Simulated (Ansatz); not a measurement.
## Relaxing C18O

Computed with Ansatz 0.2.0, DFT PBE+D3(BJ), scalar-relativistic, plane waves, PAW. Run with 420 eV cutoff, 3×3×2 k-mesh, shifted by half a step, Gaussian smearing of 0.01 eV, no spin polarisation.

What was changed: O interstitial, charge +0, atoms relaxed at the host's cell.

In a supercell of 19 atoms the defect feels its periodic images.

Spin polarisation was left out.

Command:

```bash
ansatz run input.yaml --threads 4 --pin off --max-ram 10240MiB --backend cpu --events-out ev --progress --plain --runs-dir out
```

Input:

```yaml
crystal:
  lattice:
    - [-0.7330683218, 3.6973851339, -3.3702827544]
    - [-0.7330683218, -3.6973851339, -3.3702827544]
    - [-5.6709571532, 0.0, 3.4026574365]
  atoms:
    - { symbol: C, position: [0.3888381359, 0.7221714692, 0.1111236645] }
    - { symbol: C, position: [0.3888381359, 0.3888381359, 0.7777903311] }
    - { symbol: C, position: [0.0555048025, 0.0555048025, 0.1111236645] }
    - { symbol: C, position: [0.3888381359, 0.0555048025, 0.4444569978] }
    - { symbol: C, position: [0.0555048025, 0.7221714692, 0.7777903311] }
    - { symbol: C, position: [0.7221714692, 0.3888381359, 0.1111236645] }
    - { symbol: C, position: [0.0555048025, 0.3888381359, 0.4444569978] }
    - { symbol: C, position: [0.7221714692, 0.0555048025, 0.7777903311] }
    - { symbol: C, position: [0.7221714692, 0.7221714692, 0.4444569978] }
    - { symbol: C, position: [0.2778285308, 0.6111618641, 0.8888763355] }
    - { symbol: C, position: [0.2778285308, 0.2778285308, 0.5555430022] }
    - { symbol: C, position: [0.9444951975, 0.9444951975, 0.8888763355] }
    - { symbol: C, position: [0.2778285308, 0.9444951975, 0.2222096689] }
    - { symbol: C, position: [0.9444951975, 0.6111618641, 0.5555430022] }
    - { symbol: C, position: [0.6111618641, 0.2778285308, 0.8888763355] }
    - { symbol: C, position: [0.9444951975, 0.2778285308, 0.2222096689] }
    - { symbol: C, position: [0.6111618641, 0.9444951975, 0.5555430022] }
    - { symbol: C, position: [0.6111618641, 0.6111618641, 0.2222096689] }
    - { symbol: O, position: [0.7291666667, 0.6736111111, 0.9652777778] }
  host:
    lattice:
      - [2.1346751583, -1.2324617113, -0.0107915607]
      - [2.1346751583, 1.2324617113, -0.0107915607]
      - [-1.4016068366, 0.0, 3.3810743151]
    atoms:
      - { symbol: C, position: [0.833371533, 0.833371533, 0.0001140594] }
      - { symbol: C, position: [0.166628467, 0.166628467, 0.9998859406] }
basis:
  ecutwfc: 420
  xc_grid: 2
kpoints:
  mp_grid: { grid: [3, 3, 2], shift: [0.0, 0.0, 0.5] }
hamiltonian:
  xc: pbe
  dispersion: d3bj
scf:
  occupations: { method: gaussian, width: 0.01 }
output:
  forces: true
  stress: false
  eigenvalues: true
  charged_corrections: { defect_position: [0.72916667, 0.67361111, 0.96527778] }
  write_density: true
  write_potential: true
  elf: true
  volumetric_format: npy
relax:
  adjacent_minimum: "off"
  f_tol: 0.025
  max_steps: 45
```

F is the free energy.

At steps 8, 10 the energy rises: a step can overshoot before the optimiser corrects it.

Steps:

```csv
step,F − F(1) (eV),largest force component (eV/Å)
1,0.0000,6.170
2,-1.1947,3.016
3,-1.5958,1.478
4,-1.8640,1.714
5,-2.1156,1.301
6,-2.3703,1.943
7,-2.8861,1.650
8,-2.5287,4.856
9,-3.1388,0.213
10,-3.0136,1.151
11,-3.1529,0.063
12,-3.1532,0.013
```

Relaxed structure:

```
CELL_PARAMETERS angstrom
-0.73307 3.69739 -3.37028
-0.73307 -3.69739 -3.37028
-5.67096 0.00000 3.40266
ATOMIC_POSITIONS crystal
C 0.36844 0.70058 0.11351
C 0.38273 0.37978 0.77374
C 0.03289 0.02997 0.11843
C 0.39490 0.05797 0.43822
C 0.06765 0.72139 0.76693
C 0.70357 0.36555 0.11349
C 0.06088 0.39197 0.43821
C 0.72441 0.06480 0.76693
C 0.72085 0.71793 0.43954
C 0.26718 0.59879 0.88580
C 0.28242 0.27950 0.55060
C 0.92667 0.92375 0.87898
C 0.27811 0.93310 0.22288
C 0.95524 0.61725 0.54784
C 0.60181 0.26432 0.88579
C 0.93606 0.27521 0.22287
C 0.62024 0.95238 0.54783
C 0.58945 0.58651 0.22612
O 0.81568 0.81285 0.02756
```

The run converged. Time: 36 s on 4 threads of Arm Neoverse V2, with other jobs on the host, peak memory 0.47 GiB.